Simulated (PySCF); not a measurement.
Structure problem from calculated spectra and properties.

Formula: C6H15N.

- UV, strongest line: among the 10 lowest singlet transitions: S7 at 7.28 eV (170 nm, f = 0.044) [TDDFT PBE0/def2-SVPD]
- Polarisability: 85.4 au [PBE0/def2-SVPD]
- Rotational structure: rotational constants A, B, C: 2.809, 2.054, 1.359 GHz [PBE0-D3(BJ)/def2-SVP]
- UV, first state: lowest singlet excitation: 5.54 eV (224 nm, f = 0.018) [TDDFT PBE0/def2-SVPD]
- 13C NMR: chemical shifts (computed TMS as zero) by class: 47.9 (3 C), 12.3 (3 C) ppm [GIAO B3LYP/pcSseg-1]
- 1H NMR: chemical shifts (computed TMS as zero) by class: 2.52 (6 H), 0.98 (9 H) ppm [GIAO B3LYP/pcSseg-1]
- Valence photoelectron: vertical ionisation energy: 7.73 eV [ΔSCF PBE0/def2-SVPD]
- Dipole: 0.51 D [PBE0/def2-SVPD]
- NMR, other nuclei: isotropic shieldings of nuclei other than C and H, by class: 200 (1 N) ppm [GIAO B3LYP/pcSseg-1]

Gas-phase values; electronic properties from PySCF, density fitting. Levels stand in brackets. Isolated species at its PBE0-D3(BJ)/def2-SVP geometry (one conformer only). NMR classes are plain means over equivalent atoms (diastereotopic ones count apart unless rotation or inversion swaps them), as if these changed places fast.

**Question.** What is the compound? Reason from the data.

**Answer.** Numbering: `[CH3:1][CH2:2][N:3]([CH2:4][CH3:5])[CH2:6][CH3:7]`. Its formula, C6H15N, gives 0 degrees of unsaturation, so no ring and no π bond. 6 carbons fall into 2 classes; from least to most shielded: sp3 carbon bound to nitrogen [C2/C4/C6] (47.9 ppm, 3 C, up to 10.4 ppm apart in this geometry), methyl carbon [C1/C5/C7] (12.3 ppm, 3 C, up to 11.6 ppm apart in this geometry). Hydrogen classes from least to most shielded: 6 H on 3 like atoms (sp3 carbon bound to nitrogen), C2/C4/C6 (2.52 ppm, a mean of values up to 0.9 ppm apart in this geometry), 9 H on 3 methyl carbons, C1/C5/C7 (0.98 ppm, a mean of values up to 1.1 ppm apart in this geometry). The other shieldings belong to: 200 ppm, tertiary amine nitrogen [N3]. The first electron is taken from the HOMO, whose largest Löwdin shares are 0.55 on the tertiary amine nitrogen, 0.08 on an sp3 carbon bound to nitrogen, 0.07 on an sp3 carbon bound to nitrogen and 0.06 on an sp3 carbon bound to nitrogen. The optimised geometry has point group C1 and is an asymmetric top. Structure: triethylamine, `CCN(CC)CC`. Computed isomers that give other values at the same levels: `CC(C)[C@H](C)CN` (lowest singlet excitation: 6.19 eV (200 nm, f = 0.010)); `CC(C)(C)CCN` (lowest singlet excitation: 6.21 eV (200 nm, f = 0.022)); `CCCC(C)(C)N` (rotational constant A: 4.197 GHz; this holds for the one conformer computed). The assignments are read from this structure; whether some other isomer fits the data as well wasn't checked.

Shape of the structure used: `[CH3:1][CH2:2][N:3]([CH2:4][CH3:5])[CH2:6][CH3:7]`: C1–C2–N3–C4 69°, C2–N3–C4–C5 150°, C2–N3–C6–C7 -60°.
